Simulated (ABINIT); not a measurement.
Crystal: MnO.

```
Mn O
1.0
     0.00000    2.22391    2.22391
     2.22391    0.00000    2.22391
     2.22391    2.22391    0.00000
Mn O
1 1
Direct
  0.00000 0.00000 0.00000
  0.50000 0.50000 0.50000
```

The cell is a database's computed one.

Program: ABINIT 10.8.3 (patched build). Alike in all runs: spin collinear, ferromagnetic start; cell as given; smearing fermi-dirac 0.05 eV.

Task: Order these runs on this cell by their pressure, lowest first.
A. level LDA; potentials or basis PseudoDojo NC SR LDA v0.4.1 standard; k mesh 8 × 8 × 8; cutoff (eV) 1252
B. level PBEsol; potentials or basis PseudoDojo NC SR PBEsol v0.4.1 standard; k mesh 8 × 8 × 8; cutoff (eV) 1143
C. level WC; potentials or basis PseudoDojo NC SR PBEsol v0.4.1 standard; k mesh 6 × 6 × 6, with 4 shifts; cutoff (eV) 1143; bands in the sums 18; broadening (eV) 0.15; scissor shift (eV) 0
D. level PBE+U; potentials or basis JTH PAW PBE v2.0; U Mn d U = 6.2 eV, J = 0.7 eV; k mesh 8 × 8 × 8; cutoff (eV) 707; double counting (usepawu) 4; fine-grid cutoff 1306.15 eV

Result: A (-16.2 GPa), B (-8.4 GPa), C (-6.8 GPa), D (6.8 GPa).

Caveats: a cell with one magnetic atom can't hold antiferromagnetic order, which such compounds often take; so large a pressure means that the cell lies far from this level's equilibrium, or that cutoff or potentials fall short (some runs); the potentials were made for another functional, which shifts forces and pressure (some runs).

Not every run made on this cell is shown here.
